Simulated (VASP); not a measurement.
## Cu under changes of volume

One of the cells (12.234 Å³/atom); the others are scaled copies at fixed shape and fractional positions:

```
Cu
1.0
     1.22653   -4.00271    0.00000
     1.22653    4.00271    0.00000
     0.00000    0.00000    2.49189
Cu
2
Direct
  0.86613 0.13387 0.75000
  0.13387 0.86613 0.25000
```

This isn't the form of Cu at room conditions, which is fcc.

- Program: VASP 6.6.1
- Functional: PBE
- Potentials or basis: VASP PAW PBE potentials, release 64 (Cu)
- Cutoff: 520 eV
- k mesh: 11 × 11 × 11
- Occupations: fermi-dirac, width 0.05 eV
- Spin: no spin polarisation

```csv
volume (Å³/atom),energy over the lowest point (meV/atom),pressure (GPa),largest force (eV/Å)
11.274,69.25,18.6,0.144
11.514,44.61,14.3,0.111
11.754,26.02,10.5,0.080
12.234,4.41,4.1,0.027
12.474,?,?,?
12.714,0.00,-1.0,0.019
```

Question: What does the run at 12.474 Å³/atom give?

Answer: Energy over the lowest point 0.30 meV/atom; pressure 1.4 GPa; largest force 0.003 eV/Å.

Worked out: A Birch-Murnaghan fit of order 3 (a polynomial in V^(-2/3)) to the other rows has its minimum at 12.61 Å³/atom with B0 = V·E''(V) = 126 GPa and B' = 5.0 at fixed shape and positions, which overstates the stiffness. It gives 0.29 meV/atom at 12.474 Å³/atom, against the run's 0.30, and -dE/dV = 1.4 GPa, against 1.4.

Energies are extrapolated to zero smearing.
